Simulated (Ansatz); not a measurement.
**Copper, simple cubic under r²SCAN: ground state and equation of state**

What does r²SCAN give for copper in the simple cubic structure? We relax it, solve it on a dense k-mesh, switch on spin-orbit coupling, then scale the cell to 7 volumes from 88 to 112 % of the relaxed one and try a fit of the equation of state. The k-meshes are 13×13×13 for the relaxation; 22×22×22 for the dense run; 13×13×13 for spin-orbit coupling; 15×15×15 for the volumes.

This is Cu in the simple cubic structure; at room conditions it is fcc.

Computed with Ansatz 0.2.0 (DFT r2SCAN, plane waves (500 eV) with PAW, scalar-relativistic; PAW files made under PBE, frozen cores solved again for the functional, unless a step says otherwise).

**1. The starting structure**

It takes space group Pm-3m (No. 221, cubic). Conventional cell: a = 2.336 Å, b = 2.336 Å, c = 2.336 Å, α = 90.00°, β = 90.00°, γ = 90.00°. Around Cu (site symmetry m-3m) lie 6 Cu at 2.34 Å.

Structure file:

```cif
data_structure
_symmetry_space_group_name_H-M 'P 1'
_symmetry_Int_Tables_number 1
_cell_length_a 2.3365
_cell_length_b 2.3365
_cell_length_c 2.3365
_cell_angle_alpha 90.000
_cell_angle_beta 90.000
_cell_angle_gamma 90.000
_cell_volume 12.75
loop_
_atom_site_label
_atom_site_type_symbol
_atom_site_fract_x
_atom_site_fract_y
_atom_site_fract_z
_atom_site_occupancy
Cu1 Cu 0.00000 0.00000 0.00000 1
```

**2. Relaxing cell and atoms**

input.yaml reads:

```yaml
crystal:
  lattice:
    - [2.3364585681, 0.0, 0.0]
    - [0.0, 2.3364585681, 0.0]
    - [0.0, 0.0, 2.3364585681]
  atoms:
    - { symbol: Cu, position: [0.0, 0.0, 0.0] }
hamiltonian:
  xc: r2scan
  pseudopotentials:
    kind: paw
    azcp:
      Cu: "pseudopotentials/Cu.paw.azcp"
basis:
  ecutwfc: 500
  fft_grid_basis: typed
kpoints:
  mp_grid: { grid: [13, 13, 13], shift: [0, 0, 0] }
magnetization:
  spin_polarized: false
scf:
  occupations: { method: fermi_dirac, width: 0.1 }
relax:
  max_steps: 60
  f_tol: 0.01
  cell: {}
output:
  write_density: true
  write_potential: true
  elf: true
  volumetric_format: npy
```

The run is started by

```sh
$ ansatz run input.yaml --threads 1 --pin off --max-ram 3584MiB --backend cpu --events-out ev --progress --plain --runs-dir out
```

The log of the run:

```text
Engine: ansatz 0.2.0, x86_64-unknown-linux-gnu
Pseudopotentials: kind: paw
Pseudopotential: Cu, paw, valence charge 19, recommended cutoff 500 eV (meta_gga), <dir>
Functional definition: r2SCAN
  parameter k0 = 0.174
  parameter k1 = 0.065
  parameter a1 = 4.9479
  exchange = r2scan_x(k0 = k0, k1 = k1, a1 = a1)
  correlation = r2scan_c
Crystal: 1 atoms, lattice volume = 12.755 Å³
Basis set: ecut = 500 eV, 341 PW (Γ), exchange–correlation on 72×72×72 points (64 copies of the dense FFT grid, shifted against one another)
Bands: 14, of which v1, the nominal top of the filled ones, is band 10 counted from 1 (9 counted from 0)
Symmetry: 48 space group operations
Space group: Pm-3m (ITA 221), of the structure as read, at distance tolerance 2.3e-5 Å
k-points: 84 of 2197
Non-local potential: Cu, projectors of the file, l = 0: 3, l = 1: 2, l = 2: 3, l = 3: 1
PAW form: soft (Blöchl's): semilocal exchange-correlation on the pseudo side does not see the compensation charge
PAW frozen core: Cu, regenerated for the run's functional (the file was generated under x = pbe(κ = 0.804, μ = 0.2195149727645171), c = pbe(β = 0.06672455060314922))
PAW one-centre angular grid: Cu, 590 points (default); XC on 160 Gauss nodes
Initial density: superposition of atomic densities (neutral atoms: chi_scale 0, normalization atom), corrected by the library's trained network
Initial wavefunctions: pseudopotential atomic-orbital guess
Functional: x = r2scan, c = r2scan; τ floored in thin density (d = 2e-4 eV/Å³)
SCF iter   1: F=—  HF=-6630.745628 eV  |F-HF|=—  |Δ(HF+E_count)|=         —  Δρ=4.30e-2  dr2=1.32e-1  dr2_τ=1.22e-3  ethr=1.77e-3  ⟨swp⟩=5.3  Hψ=5849  notcnv=0
preconditioner: auto → none  [metal: Δε(μ)=0.112 eV  Ē_g=17.747 eV  σ=0.100 eV  W_gap=0.26  n_scr=6 (ndim 8)  ℏωp=34.5 eV  f_vac=0.000  D(μ)=0.33/eV (n_scr^D=0)  sad-step TF]
SCF iter   2: F=—  HF=-6630.732914 eV  |F-HF|=—  |Δ(HF+E_count)|=   1.27e-2  Δρ=1.16e-2  dr2=5.48e-3  dr2_τ=1.51e-3  ethr=6.97e-4  ⟨swp⟩=2.0  Hψ=2593  notcnv=0  defer=18
SCF iter   3: F=—  HF=-6630.725273 eV  |F-HF|=—  |Δ(HF+E_count)|=   7.64e-3  Δρ=6.44e-3  dr2=3.99e-3  dr2_τ=2.63e-5  ethr=2.88e-5  ⟨swp⟩=2.0  Hψ=2309  notcnv=0  defer=18
SCF iter   4: F=—  HF=-6630.724126 eV  |F-HF|=—  |Δ(HF+E_count)|=   1.15e-3  Δρ=1.29e-3  dr2=7.06e-5  dr2_τ=1.96e-6  ethr=2.10e-5  ⟨swp⟩=1.8  Hψ=1610  notcnv=0  defer=18
SCF iter   5: F=—  HF=-6630.724190 eV  |F-HF|=—  |Δ(HF+E_count)|=   6.42e-5  Δρ=3.61e-4  dr2=5.35e-6  dr2_τ=4.17e-8  ethr=3.71e-7  ⟨swp⟩=2.1  Hψ=1648  notcnv=0  defer=18
SCF iter   6: F=—  HF=-6630.724199 eV  |F-HF|=—  |Δ(HF+E_count)|=   9.38e-6  Δρ=6.47e-5  dr2=2.82e-7  dr2_τ=4.07e-9  ethr=2.82e-8  ⟨swp⟩=2.0  Hψ=1964  notcnv=0  defer=18
SCF iter   7: F=-6630.724200 eV  HF=-6630.724200 eV  |F-HF|=1.99e-8  |Δ(HF+E_count)|=   5.36e-7  Δρ=1.82e-5  dr2=3.56e-8  dr2_τ=2.74e-10  ethr=5.26e-10  ⟨swp⟩=7.4  Hψ=6363  notcnv=0
SCF 1 converged in 7 iterations: F = -6630.724200 eV  dr2 = 3.56e-8
relax step   1: F+E_penalty+E_count = -6630.72419994 eV  Δ(F+E_penalty+E_count) = +0.000e0 eV  max|allowed force component| = 0.000e0 eV/Å  Δτ_max = 0.0000 Å  P = +5.462 GPa  Ω = 12.755 Å³  (7 SCF iters, dr2 threshold 1.00e-7 eV, accepted)
Crystal: 1 atoms, lattice volume = 12.995 Å³
Initial density: handed on by an earlier stage of this run
Initial wavefunctions: those handed on with the density
iter 1 solved again at ethr=2.45e-5 eV; its pass at ethr=3.10e-3 eV (dr2=4.66e-3 eV) is discarded
SCF iter   1: F=—  HF=-6630.724757 eV  |F-HF|=—  |Δ(HF+E_count)|=         —  Δρ=7.58e-3  dr2=4.65e-3  dr2_τ=3.92e-3  ethr=2.45e-5  ⟨swp⟩=1.1  Hψ=7398  notcnv=0
preconditioner: auto → none  [metal: Δε(μ)=0.078 eV  Ē_g=17.278 eV  σ=0.100 eV  W_gap=0.19  n_scr=6 (ndim 8)  ℏωp=34.2 eV  f_vac=0.000  D(μ)=0.35/eV (n_scr^D=0)]
SCF iter   2: F=—  HF=-6630.732532 eV  |F-HF|=—  |Δ(HF+E_count)|=   7.78e-3  Δρ=1.12e-2  dr2=8.67e-3  dr2_τ=4.88e-5  ethr=2.45e-5  ⟨swp⟩=2.2  Hψ=2176  notcnv=0  recentre
SCF iter   3: F=—  HF=-6630.730228 eV  |F-HF|=—  |Δ(HF+E_count)|=   2.30e-3  Δρ=1.09e-3  dr2=5.35e-5  dr2_τ=2.69e-7  ethr=2.45e-5  ⟨swp⟩=2.1  Hψ=2008  notcnv=0
SCF iter   4: F=—  HF=-6630.730213 eV  |F-HF|=—  |Δ(HF+E_count)|=   1.50e-5  Δρ=1.67e-4  dr2=2.49e-6  dr2_τ=5.04e-8  ethr=2.82e-7  ⟨swp⟩=2.1  Hψ=1699  notcnv=0
SCF iter   5: F=—  HF=-6630.730222 eV  |F-HF|=—  |Δ(HF+E_count)|=   9.41e-6  Δρ=4.95e-4  dr2=1.68e-5  dr2_τ=5.02e-8  ethr=1.31e-8  ⟨swp⟩=2.0  Hψ=1986  notcnv=0
SCF iter   6: F=—  HF=-6630.730220 eV  |F-HF|=—  |Δ(HF+E_count)|=   1.58e-6  Δρ=2.79e-4  dr2=5.61e-6  dr2_τ=2.14e-8  ethr=1.31e-8  ⟨swp⟩=2.0  Hψ=1564  notcnv=0
SCF iter   7: F=—  HF=-6630.730220 eV  |F-HF|=—  |Δ(HF+E_count)|=   8.77e-7  Δρ=8.19e-5  dr2=4.94e-7  dr2_τ=1.95e-9  ethr=1.31e-8  ⟨swp⟩=2.4  Hψ=1571  notcnv=0
SCF iter   8: F=-6630.730220 eV  HF=-6630.730220 eV  |F-HF|=1.91e-8  |Δ(HF+E_count)|=   7.65e-8  Δρ=1.82e-5  dr2=2.45e-8  dr2_τ=8.24e-11  ethr=5.26e-10  ⟨swp⟩=5.7  Hψ=6375  notcnv=0
SCF 2 converged in 8 iterations: F = -6630.730220 eV  dr2 = 2.45e-8
relax step   2: F+E_penalty+E_count = -6630.73021951 eV  Δ(F+E_penalty+E_count) = -6.020e-3 eV  max|allowed force component| = 0.000e0 eV/Å  Δτ_max = 0.0000 Å  P = +2.875 GPa  Ω = 12.995 Å³  energy of the carried Pulay correction = -1.919e-4 eV  (8 SCF iters, dr2 threshold 1.00e-7 eV, accepted)
Crystal: 1 atoms, lattice volume = 13.272 Å³
iter 1 solved again at ethr=3.20e-5 eV; its pass at ethr=3.10e-3 eV (dr2=6.09e-3 eV) is discarded
SCF iter   1: F=—  HF=-6630.725643 eV  |F-HF|=—  |Δ(HF+E_count)|=         —  Δρ=8.60e-3  dr2=6.12e-3  dr2_τ=5.00e-3  ethr=3.20e-5  ⟨swp⟩=1.0  Hψ=7609  notcnv=0
preconditioner: auto → none  [metal: Δε(μ)=0.119 eV  Ē_g=16.982 eV  σ=0.100 eV  W_gap=0.27  n_scr=6 (ndim 8)  ℏωp=33.8 eV  f_vac=0.000  D(μ)=0.36/eV (n_scr^D=0)]
SCF iter   2: F=—  HF=-6630.735743 eV  |F-HF|=—  |Δ(HF+E_count)|=   1.01e-2  Δρ=1.29e-2  dr2=1.18e-2  dr2_τ=6.38e-5  ethr=3.20e-5  ⟨swp⟩=2.1  Hψ=2193  notcnv=0  recentre
SCF iter   3: F=—  HF=-6630.732641 eV  |F-HF|=—  |Δ(HF+E_count)|=   3.10e-3  Δρ=1.26e-3  dr2=7.49e-5  dr2_τ=3.51e-7  ethr=3.20e-5  ⟨swp⟩=2.1  Hψ=2104  notcnv=0
SCF iter   4: F=—  HF=-6630.732621 eV  |F-HF|=—  |Δ(HF+E_count)|=   2.05e-5  Δρ=1.83e-4  dr2=3.29e-6  dr2_τ=5.79e-8  ethr=3.94e-7  ⟨swp⟩=2.0  Hψ=1754  notcnv=0
SCF iter   5: F=—  HF=-6630.732632 eV  |F-HF|=—  |Δ(HF+E_count)|=   1.09e-5  Δρ=5.20e-4  dr2=1.89e-5  dr2_τ=6.09e-8  ethr=1.73e-8  ⟨swp⟩=2.0  Hψ=1985  notcnv=0
SCF iter   6: F=—  HF=-6630.732630 eV  |F-HF|=—  |Δ(HF+E_count)|=   1.46e-6  Δρ=3.12e-4  dr2=7.19e-6  dr2_τ=2.74e-8  ethr=1.73e-8  ⟨swp⟩=2.3  Hψ=1561  notcnv=0
SCF iter   7: F=—  HF=-6630.732629 eV  |F-HF|=—  |Δ(HF+E_count)|=   1.12e-6  Δρ=9.39e-5  dr2=6.64e-7  dr2_τ=2.61e-9  ethr=1.73e-8  ⟨swp⟩=2.5  Hψ=1591  notcnv=0
SCF iter   8: F=-6630.732629 eV  HF=-6630.732629 eV  |F-HF|=2.71e-8  |Δ(HF+E_count)|=   1.04e-7  Δρ=2.12e-5  dr2=3.43e-8  dr2_τ=1.11e-10  ethr=5.26e-10  ⟨swp⟩=5.8  Hψ=6503  notcnv=0
SCF 3 converged in 8 iterations: F = -6630.732629 eV  dr2 = 3.43e-8
relax step   3: F+E_penalty+E_count = -6630.73262891 eV  Δ(F+E_penalty+E_count) = -2.409e-3 eV  max|allowed force component| = 0.000e0 eV/Å  Δτ_max = 0.0000 Å  P = +0.212 GPa  Ω = 13.272 Å³  energy of the carried Pulay correction = -4.093e-4 eV  (8 SCF iters, dr2 threshold 1.00e-7 eV, accepted)
Crystal: 1 atoms, lattice volume = 13.297 Å³
iter 1 solved again at ethr=2.26e-7 eV; its pass at ethr=3.10e-3 eV (dr2=4.29e-5 eV) is discarded
SCF iter   1: F=—  HF=-6630.732572 eV  |F-HF|=—  |Δ(HF+E_count)|=         —  Δρ=7.12e-4  dr2=4.21e-5  dr2_τ=3.67e-5  ethr=2.26e-7  ⟨swp⟩=2.3  Hψ=7132  notcnv=0
preconditioner: auto → none  [metal: Δε(μ)=0.123 eV  Ē_g=16.937 eV  σ=0.100 eV  W_gap=0.28  n_scr=6 (ndim 8)  ℏωp=33.8 eV  f_vac=0.000  D(μ)=0.36/eV (n_scr^D=0)]
SCF iter   2: F=—  HF=-6630.732647 eV  |F-HF|=—  |Δ(HF+E_count)|=   7.53e-5  Δρ=1.07e-3  dr2=8.08e-5  dr2_τ=4.26e-7  ethr=2.21e-7  ⟨swp⟩=2.2  Hψ=1839  notcnv=0  recentre
SCF iter   3: F=—  HF=-6630.732626 eV  |F-HF|=—  |Δ(HF+E_count)|=   2.13e-5  Δρ=1.07e-4  dr2=5.52e-7  dr2_τ=2.21e-9  ethr=2.21e-7  ⟨swp⟩=2.0  Hψ=1604  notcnv=0
SCF iter   4: F=-6630.732626 eV  HF=-6630.732626 eV  |F-HF|=3.96e-8  |Δ(HF+E_count)|=   8.73e-8  Δρ=1.53e-5  dr2=1.80e-8  dr2_τ=4.03e-10  ethr=5.26e-10  ⟨swp⟩=7.3  Hψ=6444  notcnv=0
SCF 4 converged in 4 iterations: F = -6630.732626 eV  dr2 = 1.80e-8
relax step   4: F+E_penalty+E_count = -6630.73262594 eV  Δ(F+E_penalty+E_count) = +2.969e-6 eV  max|allowed force component| = 0.000e0 eV/Å  Δτ_max = 0.0000 Å  P = -0.003 GPa  Ω = 13.297 Å³  energy of the carried Pulay correction = -4.281e-4 eV  (4 SCF iters, dr2 threshold 1.00e-7 eV, accepted)
Initial wavefunctions: pseudopotential atomic-orbital guess (no wavefunctions were taken with the density)
iter 1 solved again at ethr=4.66e-9 eV; its pass at ethr=3.10e-3 eV (dr2=8.86e-7 eV) is discarded
SCF iter   1: F=—  HF=-6630.732909 eV  |F-HF|=—  |Δ(HF+E_count)|=         —  Δρ=4.06e-4  dr2=8.39e-7  dr2_τ=8.56e-7  ethr=4.66e-9  ⟨swp⟩=3.0  Hψ=9291  notcnv=0
preconditioner: auto → none  [metal: Δε(μ)=0.123 eV  Ē_g=16.935 eV  σ=0.100 eV  W_gap=0.28  n_scr=6 (ndim 8)  ℏωp=33.8 eV  f_vac=0.000  D(μ)=0.36/eV (n_scr^D=0)]
SCF iter   2: F=—  HF=-6630.733066 eV  |F-HF|=—  |Δ(HF+E_count)|=   1.56e-4  Δρ=2.37e-4  dr2=1.36e-6  dr2_τ=2.01e-6  ethr=4.42e-9  ⟨swp⟩=2.1  Hψ=1691  notcnv=0
SCF iter   3: F=—  HF=-6630.733121 eV  |F-HF|=—  |Δ(HF+E_count)|=   5.51e-5  Δρ=1.60e-4  dr2=1.53e-6  dr2_τ=2.29e-7  ethr=4.42e-9  ⟨swp⟩=2.2  Hψ=1935  notcnv=0
SCF iter   4: F=—  HF=-6630.733126 eV  |F-HF|=—  |Δ(HF+E_count)|=   5.82e-6  Δρ=1.95e-5  dr2=1.88e-9  dr2_τ=1.73e-8  ethr=4.42e-9  ⟨swp⟩=2.0  Hψ=1646  notcnv=0
SCF iter   5: F=—  HF=-6630.733127 eV  |F-HF|=—  |Δ(HF+E_count)|=   5.61e-7  Δρ=2.03e-6  dr2=1.85e-10  dr2_τ=5.67e-11  ethr=9.88e-12  ⟨swp⟩=2.0  Hψ=1987  notcnv=0
SCF iter   6: F=—  HF=-6630.733127 eV  |F-HF|=—  |Δ(HF+E_count)|=   1.27e-9  Δρ=6.63e-7  dr2=2.31e-11  dr2_τ=3.29e-12  ethr=1.00e-12  ⟨swp⟩=2.0  Hψ=1651  notcnv=0
SCF iter   7: F=-6630.733127 eV  HF=-6630.733127 eV  |F-HF|=9.09e-13  |Δ(HF+E_count)|=  1.46e-10  Δρ=3.76e-8  dr2=7.03e-14  dr2_τ=1.35e-14  ethr=1.00e-12  ⟨swp⟩=5.1  Hψ=4361  notcnv=0
SCF 5 converged in 7 iterations: F = -6630.733127 eV  dr2 = 7.03e-14
relax step   5: F+E_penalty+E_count = -6630.73312704 eV  Δ(F+E_penalty+E_count) = -5.011e-4 eV  max|allowed force component| = 0.000e0 eV/Å  Δτ_max = 0.0000 Å  P = +0.035 GPa  Ω = 13.297 Å³  stress off target by 3.45e-2 GPa  SCF on the basis re-selected at this cell (its energy is not comparable with the rows above)  (7 SCF iters)
basis re-selected at this cell: Δ(F+E_penalty+E_count) = -5.011e-4 eV, ΔP = +0.037 GPa vs the last step (what re-selecting the basis moved, of the pressure what is left beyond the Pulay correction that the steps carried, after the strain that the cell walked since its last selection, with what the two solves' SCF thresholds leave and, on support functions, any second-order correction that the steps lacked; it is no measure of the basis error at this ecutwfc). This SCF's stress stands 3.45e-2 GPa from its target on what of the cell is left free (relax.cell.stress_tol is 5.00e-2 GPa) and its largest allowed force component is 0.00e0 eV/Å (relax.f_tol is 1.00e-2 eV/Å): within both
SCF converged after 7 iterations
Free energy (F): -6630.733127 eV
Harris-Foulkes:  -6630.733127 eV  (|F-HF|=9.09e-13)
Internal energy: -6630.722126 eV  (E = F + TS)
E sigma→0 (E₀):  -6630.727627 eV
Entropy (-TS):   -0.011001 eV (-11.001 meV/atom)
Fermi energy:    14.033341 eV
--- Per-component energies (eV) ---
  E_band       = -427.545351
  E_kinetic    = 300.148772
  E_local      = -4389.242920  (includes V_loc(G=0)·N_el)
  E_nonlocal   = 398.355613
  E_hartree    = 1937.093915
  E_xc         = -82.971165
  E_vxc        = -123.427839  (∫ρ·V_xc dr)
  E_paw        = -1680.991893  (= ΣΔE_a)
  E_vpaw       = -496.478709  (= ΣTr[D̂ρ^β])
  E_aug_tail   = 0.000138  (compensation charges beyond the density's cutoff)
  E_vtau       = 8.911778  (kinetic-family band-sum trace: ∫τ·v_τ [+ j·A + Jᵃ·Aᵃ] dr)
  E_ewald      = -3112.813478
  E_core_change = -0.301108  (= ΣΔE_core)
  E_smearing   = -0.011001  (= −TS)
  E_closure    = 0.000000  (closes the sum)
  Σ components = -6630.733127   (vs F -6630.733127, Δ=0.00e0)
--- Forces (eV/Å), atoms counted from 1 ---
  atom   1  Cu     0.00000000    -0.00000000    -0.00000000
  max |Σ_I F_I| component: 1.85e-32 eV/Å
--- Stress (GPa, compression-positive) ---
        0.034524       0.000000       0.000000
        0.000000       0.034524      -0.000000
        0.000000      -0.000000       0.034524
  P = ⅓ Tr σ = 0.0345 GPa (0.345 kbar)
--- Band table (eV; the first three rows and the last of 84) ---
  k-point 0: bands = ["-102.0648", "-57.8233", "-57.8233", "-57.8233", "5.4763", "9.9454", "9.9454", "12.6392", "12.6392", "12.6392", "32.8258", "32.8258", "32.8258", "36.2906"]
  k-point 1: bands = ["-102.0640", "-57.8312", "-57.8227", "-57.8227", "5.6491", "9.9653", "10.0112", "12.5876", "12.5876", "12.6434", "30.5658", "33.0473", "33.0473", "36.3638"]
  k-point 2: bands = ["-102.0619", "-57.8531", "-57.8210", "-57.8210", "6.1561", "10.0206", "10.2029", "12.4472", "12.4472", "12.6549", "27.2325", "33.6969", "33.6969", "36.5858"]
  k-point 83: bands = ["-102.0256", "-57.9314", "-57.9312", "-57.9312", "10.2581", "10.3021", "10.3021", "13.2551", "13.2551", "23.7704", "24.7806", "24.7806", "27.9491", "30.5799"]
--- Relaxed structure (4 steps of the walk, 4 accepted, 1 SCFs on fresh bases) ---
  F+E_penalty+E_count = -6630.73312704 eV   max|allowed force component| = 0.000e0 eV/Å   (the final SCF, on the basis selected at the relaxed cell)
  cell:  # Å, volume = 13.2967 Å³
    - [2.3690857481681284, -4.895071941984224e-34, 2.2067947279437076e-34]
    - [-7.462978534500538e-34, 2.3690857481681284, 1.6049416203226965e-35]
    - [9.228414316855505e-35, 1.6049416203226965e-35, 2.3690857481681284]
  atoms:
    - { symbol: Cu, position: [0.0, 0.0, 0.0] }
```

It took 21 s on 1 thread of Intel Xeon Platinum 8259CL at 2.50GHz (Skylake/Cascade Lake), shared host; peak memory 0.52 GiB.

Step by step:

```
step  energy change (meV/atom)  largest force (eV/Å)  pressure (GPa)  volume (Å³/atom)
   1                      0.00                0.0000            5.46            12.755
   2                     -6.02                0.0000            2.87            12.995
   3                     -8.43                0.0000            0.21            13.272
   4                     -8.43                0.0000            0.00            13.297
   5                     -8.93                0.0000            0.03            13.297
```

Steps that repeat a cell are solved on a basis chosen anew, so their changes of energy are no gain of the relaxation.

Changes in the cell that was computed:

|  | before | after | change |
| --- | --- | --- | --- |
| a (Å) | 2.336 | 2.369 | +1.4 % |
| b (Å) | 2.336 | 2.369 | +1.4 % |
| c (Å) | 2.336 | 2.369 | +1.4 % |
| volume (Å³/atom) | 12.755 | 13.297 | +4.2 % |
| shortest distance (Å) | 2.336 | 2.369 | +1.4 % |
| space group (spins left aside) | Pm-3m | Pm-3m | same |

**3. The energy on a finer k-mesh**

input.yaml reads:

```yaml
crystal:
  lattice:
    - [2.3690857482, 0.0, 0.0]
    - [0.0, 2.3690857482, 0.0]
    - [0.0, 0.0, 2.3690857482]
  atoms:
    - { symbol: Cu, position: [0.0, 0.0, 0.0] }
hamiltonian:
  xc: r2scan
  pseudopotentials:
    kind: paw
    azcp:
      Cu: "pseudopotentials/Cu.paw.azcp"
basis:
  ecutwfc: 500
  fft_grid_basis: typed
kpoints:
  mp_grid: { grid: [22, 22, 22], shift: [0, 0, 0] }
magnetization:
  spin_polarized: false
scf:
  occupations: { method: fermi_dirac, width: 0.1 }
output:
  write_density: true
  write_potential: true
  elf: true
  volumetric_format: npy
```

The run is started by

```sh
$ ansatz run input.yaml --threads 1 --pin off --max-ram 3584MiB --backend cpu --events-out ev --progress --plain --runs-dir out
```

The log of the run, cut to the lines that bear on the results:

```text
[...]
[... 3 set-up lines as earlier in the session ...]
[...]
Crystal: 1 atoms, lattice volume = 13.297 Å³
Basis set: ecut = 500 eV, 341 PW (Γ), exchange–correlation on 72×72×72 points (64 copies of the dense FFT grid, shifted against one another)
Bands: 14, of which v1, the nominal top of the filled ones, is band 10 counted from 1 (9 counted from 0)
[... 1 set-up line as earlier in the session ...]
Space group: Pm-3m (ITA 221), of the structure as read, at distance tolerance 2.4e-5 Å
k-points: 364 of 10648
[...]
SCF iter   1: F=—  HF=-6630.757429 eV  |F-HF|=—  |Δ(HF+E_count)|=         —  Δρ=4.26e-2  dr2=1.36e-1  dr2_τ=1.26e-3  ethr=1.77e-3  ⟨swp⟩=5.4  Hψ=25236  notcnv=0
[...]
SCF iter   7: F=-6630.735208 eV  HF=-6630.735208 eV  |F-HF|=1.68e-8  |Δ(HF+E_count)|=   6.49e-7  Δρ=1.67e-5  dr2=3.29e-8  dr2_τ=3.44e-10  ethr=5.26e-10  ⟨swp⟩=4.7  Hψ=18447  notcnv=0
[...]
SCF converged after 7 iterations
Free energy (F): -6630.735208 eV
[...]
E sigma→0 (E₀):  -6630.731054 eV
Entropy (-TS):   -0.008308 eV (-8.308 meV/atom)
Fermi energy:    14.045370 eV
[...]
--- Band table (eV; the first three rows and the last of 364) ---
  k-point 0: bands = ["-102.0639", "-57.8224", "-57.8224", "-57.8224", "5.4767", "9.9462", "9.9462", "12.6399", "12.6399", "12.6399", "32.8256", "32.8256", "32.8256", "36.2909"]
[...]
```

It took 17 s on 1 thread of Intel Xeon Platinum 8259CL at 2.50GHz (Skylake/Cascade Lake), shared host; peak memory 0.56 GiB.

Density in a lattice plane of the grid's cell (edges 2.37 and 2.37 Å, at 0.000 of the third edge), which holds Cu.

Ten even steps from '0' (0.14 e/Å³) to '9' (70.25 e/Å³):
```
865311000000000000011356
554210000000000000001245
322100000000000000000122
111000000000000000000011
000000000000000000000000
000000000000000000000000
000000000000000000000000
000000000000000000000000
000000000000000000000000
000000000000000000000000
000000000000000000000000
000000000000000000000000
000000000000000000000000
000000000000000000000000
000000000000000000000000
111000000000000000000011
322100000000000000000122
554210000000000000001245
865311000000000000011356
986421000000000000012468
```
Columns run along the first of these edges and rows up along the second, over one cell in 24 and 20 even steps from the bottom left corner. Atoms in the plane (fractional): Cu at (0.00, 0.00).

ELF in the same plane.

Values, 12 rows by 12 columns:
```
0.86 0.75 0.44 0.24 0.19 0.18 0.21 0.18 0.19 0.24 0.44 0.75
0.53 0.44 0.29 0.21 0.17 0.18 0.22 0.18 0.17 0.21 0.29 0.44
0.25 0.24 0.21 0.18 0.16 0.19 0.23 0.19 0.16 0.18 0.21 0.24
0.19 0.19 0.17 0.16 0.17 0.21 0.23 0.21 0.17 0.16 0.17 0.19
0.18 0.18 0.18 0.19 0.21 0.23 0.24 0.23 0.21 0.19 0.18 0.18
0.21 0.21 0.22 0.23 0.23 0.24 0.24 0.24 0.23 0.23 0.22 0.21
0.18 0.18 0.18 0.19 0.21 0.23 0.24 0.23 0.21 0.19 0.18 0.18
0.19 0.19 0.17 0.16 0.17 0.21 0.23 0.21 0.17 0.16 0.17 0.19
0.25 0.24 0.21 0.18 0.16 0.19 0.23 0.19 0.16 0.18 0.21 0.24
0.53 0.44 0.29 0.21 0.17 0.18 0.22 0.18 0.17 0.21 0.29 0.44
0.86 0.75 0.44 0.24 0.19 0.18 0.21 0.18 0.19 0.24 0.44 0.75
0.93 0.86 0.53 0.25 0.19 0.18 0.21 0.18 0.19 0.25 0.53 0.86
```
Columns run along the first of these edges and rows up along the second, over one cell in 12 and 12 even steps from the bottom left corner. Atoms in the plane (fractional): Cu at (0.00, 0.00).

Both are smooth fields of the valence electrons: close to the nuclei they are not physical.

(Part 1 of 2 ends here.)
